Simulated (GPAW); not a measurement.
AlNi:

```
CELL_PARAMETERS angstrom
1.93869 -1.95319 0.00000
1.93869 1.95319 0.00000
0.00000 0.00000 3.09943
ATOMIC_POSITIONS crystal
Ni 0.50000 0.50000 0.50000
Al 0.00000 0.00000 0.00000
```

The cell comes from a database or a generator and needn't be the stable form of this composition.

| Quantity | Value |
| --- | --- |
| Program | GPAW 26.7.0 |
| Task | single point |
| Functional | PBEsol |
| Potentials or basis | PAW data sets generated in the run's folder for this functional |
| Cutoff | 600 eV |
| Basis | pw |
| k mesh | 10 × 10 × 9 |
| Occupations | fermi-dirac, width 0.05 eV |
| Spin | collinear spin, ferromagnetic start |
| Starting moments | [1.0, 0.0] μB |

On this cell: pressure 1.7 GPa; largest force under 0.003 eV/Å; net moment 0.00 μB per cell; band gap on the k mesh none (metal or under the smearing width).

The same run follows on a disturbed copy (atoms moved at random, drawn with an rms of 0.05 Å):

```
Ni Al
1.0
     1.93869   -1.95319    0.00000
     1.93869    1.95319    0.00000
     0.00000    0.00000    3.09943
Ni Al
1 1
Direct
  0.49749 0.50835 0.50137
  0.99686 0.98226 0.99410
```

Question: What changes?

Answer: The energy (extrapolated to zero smearing) moves by +8.5 meV/atom; pressure 2.1 GPa; largest force 0.454 eV/Å; net moment 0.00 μB per cell; band gap on the k mesh none (metal or under the smearing width).

Forces on the atoms (eV/Å):
```
Ni  -0.317 -0.287 -0.153
Al   0.317  0.287  0.153
```

Stress tensor (GPa, compression positive):
```
 5.14 -0.11  0.20
-0.11  3.43  0.18
 0.20  0.18 -2.40
```

Caveats: the stock nickel data set gives pressures a few GPa off other programs.
